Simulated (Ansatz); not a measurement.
**Vibrations of TlBr (Pm-3m) by finite displacements**

```xyz
2
Lattice="3.9145 0.0000 0.0000 0.0000 3.9145 0.0000 0.0000 0.0000 3.9145" Properties=species:S:1:pos:R:3 pbc="T T T"
Tl    0.0000    0.0000    0.0000
Br    1.9573    1.9573    1.9573
```

The conventional cell has a = 3.915 Å, b = 3.915 Å, c = 3.915 Å, α = 90.00°, β = 90.00°, γ = 90.00°. Tl (atom 1) has 8 Br at 3.39 Å as nearest neighbours. Around Br (atom 2) lie 8 Tl at 3.39 Å.

Computed, not measured; unless marked otherwise by PBEsol, all-electron LAPW in Ansatz 0.2.0, scalar-relativistic. k mesh 6×6×6, fixed occupations, basis error target 1 meV/atom. The cell was relaxed by PAW under this functional, which moved its volume by -5 % from the database entry's.

Atoms are displaced by 0.01 Å in the smallest supercells that hold the wave vectors of a 2×2×2 mesh. Negative values stand for unstable modes. The zone centre has no LO-TO term.

(1) What are the phonon energies at the solved wave vectors, in cm⁻¹?

(2) Is the structure dynamically stable at these wave vectors?

(3) How do the optical zone-centre modes decompose, and which are active?

(4) How well do frozen-core PAW files reproduce these all-electron values?

(5) The cell is scaled evenly to 58.185 and 61.784 Å³ (from 59.985), with free atoms relaxed and the shape held. What are the mode Grüneisen parameters γ = −d ln ω/d ln V?

(6) Linear response on PAW files adds the field. What are the dielectric tensor, the Born charges and the LO shift?

Results:

(1) 

| q | point | modes (cm⁻¹) |
| --- | --- | --- |
| 0.000 0.000 0.000 | Gamma | 38.5 (×3) |
| 0.500 0.000 0.000 | X | 20.1 (×2), 58.0 (×2), 65.4, 107.5 |
| 0.500 0.500 0.000 | M | 14.8, 37.1 (×2), 43.9, 66.7 (×2) |
| 0.500 0.500 0.500 | R | 41.4 (×3), 91.3 (×3) |

(2) Yes, no mode is unstable there, though one zone-boundary mode is very soft; wave vectors off this mesh aren't tested.

(3) Point group m-3m: Γ_opt = T1u.

| label | cm⁻¹ | activity | mostly |
| --- | --- | --- | --- |
| T1u | 38.5 | IR | Br (72 %) |

(4) With a cutoff of 420 eV and displacements of 0.0025 Å, the r.m.s. difference over the modes is 0.0 cm⁻¹; the largest difference is 38.5 (PAW) against 38.5 cm⁻¹ (LAPW).

(5) For the highest mode, 112.7 cm⁻¹ in the small cell and 102.6 in the large one give γ ≈ 1.56. From the change of the dynamical matrix on each mode:

```csv
point,cm⁻¹,γ
X,20.1,7.62
X,58.0,3.73
X,65.4,1.46
X,107.5,1.57
M,37.1,0.20
M,43.9,5.65
M,66.7,3.59
R,41.4,2.76
R,91.3,2.16
```

(6) ε∞ = (6.63, 6.63, 6.63) along x, y, z with local fields. Born charges (xx, yy, zz): Tl1 (2.17, 2.17, 2.17); Br2 (-2.17, -2.17, -2.17). The highest zone-centre mode lies at 38.5 cm⁻¹ without the macroscopic field and at 107.9 cm⁻¹ with it, for q along x. Lyddane-Sachs-Teller then gives ε₀ = ε∞ (ω_LO/ω_TO)² = 52.16. With the ions free to follow the field, the program's ε₀ is (52.15, 52.15, 52.15). It goes as 1/ω² of soft polar modes here, so it is very sensitive to volume and functional.

Caveats: no spin-orbit coupling on heavy atoms; a very soft zone-boundary mode, near an instability or sensitive to the mesh; the frozen-core PAW files of the compared runs were fitted under PBE, their cores solved anew for this functional; field response not resolved by the mesh; modes that are unstable or so soft that |γ| passes 8 are left out of the Grüneisen table, since γ diverges as ω goes to zero; semilocal gaps are low, and ε∞ tends to come out large.
